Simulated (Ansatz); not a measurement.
Level of theory: DFT PBE, scalar-relativistic, plane waves, PAW (Ansatz). All cells share a 420 eV cutoff and Γ-centred k meshes spaced at most about 0.3 Å⁻¹ (about 0.25 or finer for metals, 2π included). No spin polarisation.

Temperature and zero-point effects are left out.

Two relaxed structures of In₃Sb₂As:

A.

```cif
data_structure
_symmetry_space_group_name_H-M 'Cmm2'
_symmetry_Int_Tables_number 35
_cell_length_a 6.4383
_cell_length_b 6.4433
_cell_length_c 8.3022
_cell_angle_alpha 90.000
_cell_angle_beta 90.000
_cell_angle_gamma 90.000
_cell_volume 344.41
loop_
_atom_site_label
_atom_site_type_symbol
_atom_site_symmetry_multiplicity
_atom_site_Wyckoff_symbol
_atom_site_fract_x
_atom_site_fract_y
_atom_site_fract_z
_atom_site_occupancy
In1 In 4 e 0.50000 0.27734 0.49708 1
In2 In 2 a 0.00000 0.00000 0.85567 1
Sb1 Sb 4 c 0.25000 0.25000 0.17825 1
As1 As 2 b 0.50000 0.00000 0.73643 1
```

B.

```cif
data_structure
_symmetry_space_group_name_H-M 'P6_3mc'
_symmetry_Int_Tables_number 186
_cell_length_a 4.5783
_cell_length_b 4.5783
_cell_length_c 22.5899
_cell_angle_alpha 90.000
_cell_angle_beta 90.000
_cell_angle_gamma 120.000
_cell_volume 410.06
loop_
_atom_site_label
_atom_site_type_symbol
_atom_site_symmetry_multiplicity
_atom_site_Wyckoff_symbol
_atom_site_fract_x
_atom_site_fract_y
_atom_site_fract_z
_atom_site_occupancy
In1 In 2 b 0.66667 0.33333 0.17294 1
In2 In 2 b 0.66667 0.33333 0.50043 1
In3 In 2 b 0.66667 0.33333 0.82742 1
Sb1 Sb 2 b 0.66667 0.33333 0.62742 1
Sb2 Sb 2 b 0.66667 0.33333 0.95516 1
As1 As 2 b 0.66667 0.33333 0.29213 1
```

Problem. Which is lower in energy, and by how much?

Solution. B is lower, by 229 meV/atom. A has space group Cmm2 (No. 35), 28.7 Å³/atom and no gap on its mesh; B has Sb and As ordered on wurtzite sites, space group P6_3mc (No. 186), 34.2 Å³/atom and no gap. Counting As or Sb atoms around In (for each partner element, those within 1.25 times its shortest distance or 1.15 times the sum of covalent radii, where it is the nearest in units of that sum or under 1.3; the shortest distance is added where it exceeds 1.18 times the sum of covalent radii; a slash parts the counts of unlike sites), A has In 3/8 from 3.4 Å and B has In 4. The lower one is the more open, so pressure narrows the difference. In A, around In on a site of symmetry m lie 1 As at 2.67 Å, 1 In at 2.87 Å, 2 Sb at 3.10 Å and 3 In at 3.24–3.30 Å; Sb has 2 In at 3.10 Å, 4 Sb at 3.22 Å and 2 In at 3.52 Å; around As lie 2 In at 2.67 Å and 4 In at 3.37 Å; 1 more site not described. In B, around In on its first site lie 1 As at 2.69 Å and 3 Sb at 2.84 Å; Sb on its first site is surrounded by 4 In at 2.84–2.87 Å; As has 4 In at 2.69–2.76 Å; 3 more sites not described. Both come from invented guesses. The lowest form computed isn't among them: it has Sb and As ordered on zinc blende sites, space group P3m1 (No. 156), 34.2 Å³/atom and lies 10 meV/atom below the best shown.

Spin–orbit coupling, which can matter for Sb, is left out. The zero gap of P6_3mc may come from the functional, which often closes small gaps. Cells relaxed within their symmetry can be saddle points. Some types were kept out of the candidates beforehand, so the set may lack a known form.
